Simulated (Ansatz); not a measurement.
Ideal shear of a crystal plane in Ge

These are results of Ansatz, DFT PBE, scalar-relativistic, plane waves, PAW, not measurements. The runs took a 420 eV cutoff, a Γ-centred 17×17×6 mesh and Gaussian smearing (0.15 eV). No spin polarisation. Energies are free energies at this smearing, counted from the undisturbed cell; pressure is positive in compression.

The starting cell (relaxed at this level):

```yaml
crystal:
  lattice:
    - [2.88053, -2.88053, 0.00000]
    - [2.88053, 0.00000, -2.88053]
    - [5.76107, 5.76107, 5.76107]
  atoms:
    - { symbol: Ge, position: [0.66667, 0.66667, 0.54163] }
    - { symbol: Ge, position: [0.00000, 0.00000, 0.20830] }
    - { symbol: Ge, position: [0.33333, 0.33333, 0.87497] }
    - { symbol: Ge, position: [0.66667, 0.66667, 0.79163] }
    - { symbol: Ge, position: [0.00000, 0.00000, 0.45830] }
    - { symbol: Ge, position: [0.33333, 0.33333, 0.12497] }
```

The cut lies on the cell's a–b face, a (1 1 1) plane (indices in the standard cell, whose axes needn't be the Cartesian ones shown) of area 14.37 Å², between layers 2.49 Å apart. Vector c is tilted by f times 1·a + 1·b (length 7.056 Å) with the atoms' Cartesian places fixed: one unrelaxed fault a cell. The traction is dγ/du, the slope of γ against the slip u in Å.

| f | γ (mJ/m²) | traction (GPa) |
| --- | --- | --- |
| 0.0000 | 0 | 0.0 |
| 0.1667 | 647 | 10.4 |
| 0.3333 | 1479 | 0.0 |
| 0.5000 | 1175 | -1.5 |
| 0.6667 | 1233 | 0.0 |
| 0.8333 | 593 | -8.9 |

Problem. Read off the first barrier and the stress needed to climb it, and compare with Frenkel's sinusoid.

Solution. The first sampled maximum lies at f = 0.333, a slip of 2.35 Å, with γ ≈ 1479 mJ/m², which stands in for the unstable fault energy γ_us, and the steepest sampled slope before it is 10.4 GPa. A sinusoid γ = γ_us sin²(πu/λ) with its maximum there has λ = 4.70 Å and a largest slope πγ_us/λ = 9.9 GPa (1 mJ/m² per Å = 0.01 GPa). The stand-in is too high: a rotation axis of order three or more passes through this point, so the curvature is the same in every direction of the plane and the point is a peak of the γ-surface, which slip goes round.

Problem. Is there a metastable fault on this line?

Solution. The samples dip to a local minimum of 1175 mJ/m² at f = 0.500. It lies off the rotation axes, between two maxima that lie on them, so it is most likely the pass between two peaks of the γ-surface: a saddle for slip across the line, a better estimate of γ_us, and no metastable fault.

The cut is rigid; relaxing the faces lowers these energies and usually the stresses.

In a metal these slopes depend on the k mesh and the smearing.

Cost: 6 runs of about 32 core-minutes in all, on Intel Xeon Processor @ 2.50GHz (Skylake/Cascade Lake) (shared hosts).